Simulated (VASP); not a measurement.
# MgO (Fm-3m) in VASP: further runs

The runs below take MgO through single point, with LDA.

Everything below comes from runs of VASP 6.6.1. Logs are shortened: lines on timing, memory, paths and dates and some standing lists are left out, and cuts for length are marked.

## (1) The structure

Symmetry: Fm-3m, No. 225, cubic system. Conventional cell: a = 4.194 Å, b = 4.194 Å, c = 4.194 Å, α = 90.00°, β = 90.00°, γ = 90.00°. Around Mg (site symmetry m-3m) lie 6 O at 2.10 Å. Around O (site symmetry m-3m) lie 6 Mg at 2.10 Å.

The cell is a database's computed one.

## (2) Single point, LDA

INCAR

```
PREC = Normal
ENCUT = 400
EDIFF = 1E-7
ISMEAR = 0
SIGMA = 0.05
LREAL = False
LASPH = True
NELM = 100
ALGO = Normal
ISIF = 2
LWAVE = False
LCHARG = False
GGA = CA
NBANDS = 11
ADDGRID = False
```

KPOINTS

```
regular mesh
0
Gamma
  4 4 4
```

POSCAR

```
MgO
1.0
    0.0000000000      2.0970013927      2.0970013927
    2.0970013927      0.0000000000      2.0970013927
    2.0970013927      2.0970013927      0.0000000000
Mg O
1 1
Direct
    0.0000000000      0.0000000000      0.0000000000
    0.5000000000      0.5000000000      0.5000000000
```

Potentials or basis: VASP PAW LDA potentials, release 64 (Mg, O).

Command:

```bash
> cat potpaw_LDA.64/Mg/POTCAR potpaw_LDA.64/O/POTCAR > POTCAR
> mpirun -np 1 vasp_std > vasp.out
```

OUTCAR:

```text
PREC = Normal
   ENCUT = 400
   EDIFF = 1E-7
   ISMEAR = 0
   LREAL = False
   LASPH = True
   NELM = 100
   ISIF = 2
   GGA = CA

 Found      8 irreducible k-points:

 Following reciprocal coordinates:
            Coordinates               Weight
  0.000000  0.000000  0.000000      1.000000
  0.250000  0.000000  0.000000      8.000000
  0.500000  0.000000  0.000000      4.000000
  0.250000  0.250000  0.000000      6.000000
  0.500000  0.250000  0.000000     24.000000
 -0.250000  0.250000  0.000000     12.000000
   k-points           NKPTS =      8   k-points in BZ     NKDIM =      8   number of bands    NBANDS=     11
   number of dos      NEDOS =    301   number of ions     NIONS =      2
   total plane-waves  NPLWV =   4096
   dimension x,y,z NGX =    16 NGY =   16 NGZ =   16
   dimension x,y,z NGXF=    32 NGYF=   32 NGZF=   32
   ions per type =               1   1
   NGX,Y,Z   is equivalent  to a cutoff of   8.97,  8.97,  8.97 a.u.
   NGXF,Y,Z  is equivalent  to a cutoff of  17.94, 17.94, 17.94 a.u.
 SYSTEM =  unknown system
   PREC   = normal    normal or accurate (medium, high low for compatibility)
   ISTART =      0    job   : 0-new  1-cont  2-samecut
   ICHARG =      2    charge: 1-file 2-atom 10-const
   ISPIN  =      1    spin polarized calculation?
   LNONCOLLINEAR =      F non collinear calculations
   LSORBIT =      F    spin-orbit coupling
   LASPH  =      T    aspherical Exc in radial PAW
   ENCUT  =  400.0 eV  29.40 Ry    5.42 a.u.   4.84  4.84  4.84*2*pi/ulx,y,z
   NELM   =    100;   NELMIN=  2; NELMDL= -5     # of ELM steps
   EDIFF  = 0.1E-06   stopping-criterion for ELM
   LREAL  =      F    real-space projection
   EDIFFG = 0.1E-05   stopping-criterion for IOM
   NSW    =      0    number of steps for IOM
   IBRION =     -1    ionic relax: 0-MD 1-quasi-New 2-CG
   NFREE  =      0    steps in history (QN), initial steepest desc. (CG)
   ISIF   =      2    stress and relaxation
   ISYM   =      2    0-nonsym 1-usesym 2-fastsym
   POTIM  = 0.5000    time-step for ionic-motion
   TEBEG  =    0.0;   TEEND  =   0.0 temperature during run
   PSTRESS=    0.0 pullay stress
   NELECT =       8.0000    total number of electrons
   NUPDOWN=      -1.0000    fix difference up-down
   EMIN   =  10.00;   EMAX   =-10.00  energy-range for DOS
   EFERMI =   0.00;   METHOD = LEGACY
   ISMEAR =     0;   SIGMA  =   0.05  broadening in eV -4-tet -1-fermi 0-gaus
   EFERMI_NEDOS =   21; number of points for ismear=-14 and -15
   IALGO  =     38    algorithm
   IMIX   =      4    mixing-type and parameters
     AMIX     =   0.40;   BMIX     =  1.00
     AMIX_MAG =   1.60;   BMIX_MAG =  1.00
  volume/ion in A,a.u.               =       9.22        62.23
  Fermi-wavevector in a.u.,A,eV,Ry     =   1.239261  2.341864 20.895389  1.535768
  Thomas-Fermi vector in A             =   2.373752
   LORBIT       =      0    0 simple, 1 ext, 2 COOP (PROOUT), +10 PAW based schemes
   GGA     = CA    functional components
   LHFCALC =     F    Hartree Fock is set to
   AEXX    =    0.0000 exact exchange contribution
   IVDW    =     0    specifies the selected vdW correction
   LEPSILON=     F    determine dielectric tensor
   LRPA    =     F    only Hartree local field effects (RPA)
 non-spin polarized calculation
 Gauss-broadening in eV      SIGMA  =   0.05
  energy-cutoff  :      400.00
  volume of cell :       18.44
 maximum number of plane-waves:       344
   NGX =  9   NGY =  9   NGZ =  9

 number of electron       7.9999996 magnetization

 Free energy of the ion-electron system (eV)
  ---------------------------------------------------
  ext. energy  EPLUGINS =         0.00000000
  ---------------------------------------------------
  free energy    TOTEN  =       -13.44855373 eV

  energy without entropy =      -13.44855373  energy(sigma->0) =      -13.44855373

 E-fermi :   3.3089     XC(G=0): -11.6515

 val. band max:        2.9816763325   @ k =   0.0000   0.0000   0.0000
 cond. band min:       7.7611186676   @ k =   0.0000   0.0000   0.0000
 fundamental gap:      4.7794423352
 Fermi energy:         3.3089180105

 k-point     1 :       0.0000    0.0000    0.0000
  band No.  band energies     occupation
      1     -14.0850      2.00000
      2       2.9815      2.00000
      3       2.9817      2.00000
      4       2.9817      2.00000
      5       7.7611      0.00000
      6      18.5787      0.00000
      7      18.5787      0.00000
      8      18.5787      0.00000
      9      22.6356      0.00000
     10      24.2984      0.00000
     11      24.2984      0.00000

 k-point     2 :       0.2500    0.0000    0.0000
  band No.  band energies     occupation
      1     -13.4561      2.00000
      2       0.2631      2.00000
      3       2.6276      2.00000
      4       2.6277      2.00000
      5      10.0786      0.00000
      6      15.4269      0.00000
      7      19.4517      0.00000
      8      19.4517      0.00000
      9      22.9311      0.00000
     10      22.9311      0.00000
     11      24.8389      0.00000

 k-point     3 :       0.5000    0.0000    0.0000
  band No.  band energies     occupation
      1     -12.7003      2.00000
      2      -1.7774      2.00000
      3       2.3004      2.00000
      4       2.3005      2.00000
      5      10.7937      0.00000
      6      15.5473      0.00000
      7      19.1112      0.00000
      8      19.1112      0.00000
      9      23.7284      0.00000
     10      25.3178      0.00000
     11      25.3179      0.00000

 k-point     4 :       0.2500    0.2500    0.0000
  band No.  band energies     occupation
      1     -13.2834      2.00000
      2       0.2906      2.00000
      3       2.2172      2.00000
      4       2.2172      2.00000
      5      11.0667      0.00000
      6      13.9433      0.00000
      7      18.3014      0.00000
      8      20.2987      0.00000
      9      20.2987      0.00000
     10      26.1888      0.00000
     11      30.0480      0.00000

 k-point     5 :       0.5000    0.2500    0.0000
  band No.  band energies     occupation
      1     -12.5730      2.00000
      2      -0.9495      2.00000
      3       0.9985      2.00000
      4       1.9285      2.00000
      5      12.5792      0.00000
      6      14.4776      0.00000
      7      16.1330      0.00000
      8      20.4813      0.00000
      9      21.6603      0.00000
     10      27.3194      0.00000
     11      29.5709      0.00000

 k-point     6 :      -0.2500    0.2500    0.0000
  band No.  band energies     occupation
      1     -12.7817      2.00000
      2      -0.6134      2.00000
      3       0.9116      2.00000
      4       2.3022      2.00000
      5      12.4357      0.00000
      6      14.6594      0.00000
      7      16.8676      0.00000
      8      20.3292      0.00000
      9      22.7892      0.00000
     10      23.8319      0.00000
     11      28.5560      0.00000

 [... further k-points ...]
[... 5 lines left out ...]
  --------------------------------------------------------------------------------------
  -------------------------------------------------------------------------------------
  Total       -1.2096429     -1.2096429     -1.2096429     -0.0000000     -0.0000000     -0.0000000
  in kB     -105.0852102   -105.0852102   -105.0852102     -0.0000000     -0.0000000     -0.0000000
  external PRESSURE =    -105.0852102 kB  Pullay stress =       0.0000000 kB

 VOLUME and BASIS-vectors are now :
 -----------------------------------------------------------------------------
  energy-cutoff  :      400.00
  volume of cell :       18.44
      direct lattice vectors                 reciprocal lattice vectors
     0.000000000  2.097001393  2.097001393    -0.238435702  0.238435702  0.238435702
     2.097001393  0.000000000  2.097001393     0.238435702 -0.238435702  0.238435702
     2.097001393  2.097001393  0.000000000     0.238435702  0.238435702 -0.238435702

 POSITION                                       TOTAL-FORCE (eV/Angst)
 -----------------------------------------------------------------------------------
      0.00000      0.00000      0.00000        -0.000000     -0.000000     -0.000000
      2.09700      2.09700      2.09700         0.000000      0.000000      0.000000
 -----------------------------------------------------------------------------------
    total drift:                                0.000000      0.000000      0.000000

  FREE ENERGIE OF THE ION-ELECTRON SYSTEM (eV)
  ---------------------------------------------------
  free  energy   TOTEN  =       -13.4485537310 eV

  energy  without entropy=      -13.4485537310  energy(sigma->0) =      -13.44855373
```

It took 2 s on 1 thread of AMD EPYC 9R45 (Zen 5), shared host; peak memory 0.07 GiB.

These settings aren't checked as converged: the numbers below hold their error.

What came out:

```yaml
Free_energy: -13.4486 eV
Band_gap_on_the_k_mesh: 4.78 eV, direct
```

Caveat: the k mesh is coarse (spacing up to 0.65 Å⁻¹), so the values aren't converged; the cutoff is under 1.25 times the usual one of these potentials, so pressure, stress and relaxed cells hold a basis-set (Pulay) error.

## (3) Single point, LDA

INCAR is that of step 2.

KPOINTS is that of step 2.

POSCAR

```
MgO
1.0
    0.0000000000      2.0970013927      2.0970013927
    2.0970013927      0.0000000000      2.0970013927
    2.0970013927      2.0970013927      0.0000000000
Mg O
1 1
Direct
   -0.0111690000     -0.0083340000      0.0019910000
    0.5083620000      0.4891820000      0.5308490000
```

Potentials or basis: VASP PAW LDA potentials, release 64 (Mg, O).

Command:

```bash
> cat potpaw_LDA.64/Mg/POTCAR potpaw_LDA.64/O/POTCAR > POTCAR
> mpirun -np 1 vasp_std > vasp.out
```

It took 3.2 s on 1 thread of AMD EPYC 9R45 (Zen 5), shared host; peak memory 0.08 GiB.

These settings aren't checked as converged: the numbers below hold their error.

What came out:

```
Free energy            : -13.4086 eV
Largest force          : 0.672 eV/Å
Band gap on the k mesh : 4.77 eV, direct
```

Caveat: the k mesh is coarse (spacing up to 0.65 Å⁻¹), so the values aren't converged; the cutoff is under 1.25 times the usual one of these potentials, so pressure, stress and relaxed cells hold a basis-set (Pulay) error.

## (4) Single point, LDA

INCAR: that of step 3 with these lines changed.

```diff
@@ -1,2 +1,2 @@
-PREC = Normal
+PREC = Accurate
 ENCUT = 400
@@ -5,3 +5,3 @@
 SIGMA = 0.05
-LREAL = False
+LREAL = Auto
 LASPH = True
```

KPOINTS is that of step 3.

POSCAR

```
MgO
1.0
    0.0000000000      2.0970013927      2.0970013927
    2.0970013927      0.0000000000      2.0970013927
    2.0970013927      2.0970013927      0.0000000000
Mg O
1 1
Direct
    0.0000000000      0.0000000000      0.0000000000
    0.5000000000      0.5000000000      0.5000000000
```

Command:

```bash
> cat potpaw_LDA.64/Mg/POTCAR potpaw_LDA.64/O/POTCAR > POTCAR
> mpirun -np 1 vasp_std > vasp.out
```

Wall time 3 s (1 thread of AMD EPYC 9R45 (Zen 5), shared host); peak memory 0.08 GiB.

These settings aren't checked as converged: the numbers below hold their error.

Results:

```
Free energy            : -13.4488 eV
Band gap on the k mesh : 4.78 eV, direct
```

Caveat: the k mesh is coarse (spacing up to 0.65 Å⁻¹), so the values aren't converged; the cutoff is under 1.25 times the usual one of these potentials, so pressure, stress and relaxed cells hold a basis-set (Pulay) error.

## (5) Single point, LDA

INCAR is that of step 4.

KPOINTS is that of step 4.

POSCAR

```
MgO
1.0
    0.0000000000      2.0970013927      2.0970013927
    2.0970013927      0.0000000000      2.0970013927
    2.0970013927      2.0970013927      0.0000000000
Mg O
1 1
Direct
   -0.0111690000     -0.0083340000      0.0019910000
    0.5083620000      0.4891820000      0.5308490000
```

Command:

```bash
> cat potpaw_LDA.64/Mg/POTCAR potpaw_LDA.64/O/POTCAR > POTCAR
> mpirun -np 1 vasp_std > vasp.out
```

Wall time 7.6 s (1 thread of AMD EPYC 9R45 (Zen 5), shared host); peak memory 0.08 GiB.

These settings aren't checked as converged: the numbers below hold their error.

What came out:

```
Free energy            : -13.4088 eV
Largest force          : 0.672 eV/Å
Band gap on the k mesh : 4.77 eV, direct
```

Caveat: the k mesh is coarse (spacing up to 0.65 Å⁻¹), so the values aren't converged; the cutoff is under 1.25 times the usual one of these potentials, so pressure, stress and relaxed cells hold a basis-set (Pulay) error.

(Part 1 of 2 ends here.)
